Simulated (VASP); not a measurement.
**BAs: G0W0 quasiparticle levels with LDA**

BAs:

```
As B
1.0
     0.00000    2.38850    2.38850
     2.38850    0.00000    2.38850
     2.38850    2.38850    0.00000
As B
1 1
Direct
  0.75000 0.75000 0.75000
  0.00000 0.00000 0.00000
```

```
Program                         : VASP 6.6.1
Task                            : G0W0 quasiparticle levels
Functional                      : LDA
Potentials or basis             : VASP PAW LDA potentials, release 64 (As_GW, B_GW)
Cutoff                          : 500 eV
k mesh                          : 6 × 6 × 6
Occupations                     : gaussian, width 0.01 eV
Spin                            : no spin polarisation
Cutoff of the response function : 100
Frequency points                : 64
Empty bands                     : 91
GW scheme                       : G0W0
GW iterations                   : 1
Further INCAR settings          : ALGO = EVGW0; EDIFF = 1e-08; NBANDS = 95
```

The band gap on the k mesh, mean-field level is 1.22 eV, indirect (least direct gap 3.25 eV) and the quasiparticle gap is 1.78 eV. The least direct quasiparticle gap is 4.02 eV.

Levels at points of the mesh, in eV from the valence-band top:
```
           k point  band 1  band 2  band 3  band 4  band 5  band 6  band 7  band 8
(0.00, 0.00, 0.00)  -15.38    0.00    0.00    0.00    3.25    3.25    3.25    4.68
(0.50, 0.00, 0.00)  -12.52   -8.76   -1.82   -1.82    2.68    4.75    4.75    8.69
(0.50, 0.50, 0.00)  -11.24   -8.43   -4.08   -4.08    1.33    1.41   11.23   11.23
```

It took 91 s on 1 thread of Intel(R) Xeon(R) 6975P-C (Granite Rapids), with other jobs on the host, peak memory 0.44 GiB.

Caveat: bands, screening cutoff and mesh are small and nothing is extrapolated, so the quasiparticle values aren't converged. A k mesh can miss the band edges.
